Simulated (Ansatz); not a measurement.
**MoS₂: phonons across the zone**

Method: DFT PBE, scalar-relativistic, plane waves, PAW in Ansatz 0.2.0. Cutoff 420 eV, 12×12×2 k-points (Γ-centred), fixed occupations. No spin polarisation. Phonons by linear response, acoustic sum rule imposed.

Equilibrium structure at this level:
```
Mo S
1.0
     3.18467    0.00000    0.00000
    -1.59234    2.75801    0.00000
     0.00000    0.00000   18.94902
Mo S
1 2
Direct
  0.66667 0.33333 0.00000
  0.00000 0.00000 0.91753
  0.00000 0.00000 0.08247
```

The cell was relaxed from a distorted copy of a database structure. The q mesh is coarse, so values between its points are rough. It needn't be the stable form of this composition. No dispersion correction is applied, so modes and constants that involve weak contacts between layers, chains or molecules come out too soft.

Force constants from linear response on a 3×3×1 q mesh.

(1) Is the structure dynamically stable on the q mesh?

(2) Give the frequencies (cm⁻¹) at the zone-boundary points of high symmetry (interpolated where a point lies off the q mesh).

Answers

(1) Yes, on this mesh: no mode is imaginary.

(2)
```
point                  q                          frequencies
    M  0.500 0.000 0.000  157 165 226 300 320 343 353 376 394
    K  0.333 0.333 0.000  178 181 230 310 327 328 361 368 382
    A  0.000 0.000 0.500        0 0 0 276 276 373 373 397 458
    L  0.500 0.000 0.500  157 165 226 300 320 343 353 376 394
    H  0.333 0.333 0.500  178 181 230 310 327 328 361 368 382
```
